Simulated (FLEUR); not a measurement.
GaP:

```
CELL_PARAMETERS angstrom
0.00000 2.72525 2.72525
2.72525 0.00000 2.72525
2.72525 2.72525 0.00000
ATOMIC_POSITIONS crystal
Ga 0.00000 0.00000 0.00000
P 0.75000 0.75000 0.75000
```

Base run:

```yaml
Program: FLEUR MaX-R8.1 (later development tree)
Functional: r2SCAN
Potentials_or_basis: all-electron
Basis: FLAPW
Kmax: 5.05 1/bohr
k_mesh: 8 × 8 × 8
Occupations: fermi-dirac, width 0.05 eV
Spin: no spin polarisation
```

Its results: band gap on the k mesh 1.89 eV, indirect (least direct gap 2.36 eV).

Task: The run is repeated on the same cell with these changes: functional from r2SCAN to WC. What comes out?

Result: Band gap on the k mesh 1.51 eV, indirect (least direct gap 1.70 eV).

r2SCAN gives the wider gap, since meta-GGAs in the generalised Kohn-Sham scheme recover part of the derivative discontinuity.

Caveats: the meta-GGA is that of a development version, with a GGA for the radial functions and cores and without core tails (some runs).

A k mesh can miss the band edges.

Not every run made on this cell is shown here.
